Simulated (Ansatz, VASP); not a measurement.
## CoSi in VASP and in Ansatz

The input INCAR:

```
PREC = Accurate
ENCUT = 520
EDIFF = 1E-6
ISMEAR = -1
SIGMA = 0.1
LREAL = False
LASPH = True
NELM = 100
ALGO = Normal
ISIF = 2
LWAVE = False
LCHARG = False
GGA = PE
NBANDS = 14
```

Contents of KPOINTS:

```
Automatic mesh
0
Gamma
  16 16 16
```

The input POSCAR:

```
CoSi
1.0
    0.0000000000      1.9109146235      1.9109146235
    1.9109146235      0.0000000000      1.9109146235
    1.9109146235      1.9109146235      0.0000000000
Co Si
1 1
Direct
    0.0000000000      0.0000000000      0.0000000000
    0.5000000000      0.5000000000      0.5000000000
```

Input for Ansatz:

```yaml
crystal:
  lattice:
    - [0.0, 1.9109146235, 1.9109146235]
    - [1.9109146235, 0.0, 1.9109146235]
    - [1.9109146235, 1.9109146235, 0.0]
  atoms:
    - { symbol: Co, position: [0.0, 0.0, 0.0] }
    - { symbol: Si, position: [0.5, 0.5, 0.5] }
kpoints:
  mp_grid: { grid: [16, 16, 16] }
scf:
  occupations: { method: fermi_dirac, width: 0.1 }
hamiltonian:
  xc: pbe
  pseudopotentials: { kind: all_electron, datasets: crystal }
output:
  forces: true
  stress: true
  eigenvalues: true
```

Change from the starting cell: volume scaled by 0.55, crystal datasets.

Alike in both runs: task single point; functional PBE; k mesh 16 × 16 × 16; occupations fermi-dirac, width 0.1 eV; no spin polarisation.

|  | VASP | Ansatz |
| --- | --- | --- |
| version | VASP 6.6.1 | Ansatz 0.2.0 |
| potentials or method | VASP PAW PBE potentials, release 64 (Co, Si) | all-electron PAW with datasets made for the crystal, scalar-relativistic |
| plane-wave cutoff (eV) | 520 | see its input |

VASP gave:

```
pressure (GPa) : 346.4
```

Task: Which values does Ansatz return?

Result: Pressure (GPa): 339.6.

Ansatz ran all-electron here, so the differences hold the error of VASP's frozen core and of both bases.

Caveats: the cell as given lies far from equilibrium; so large a pressure means that the cell lies far from this level's equilibrium, or that cutoff or potentials fall short (VASP). Spin polarisation is off, so any magnetic state and its effect on volume and gap are missing.
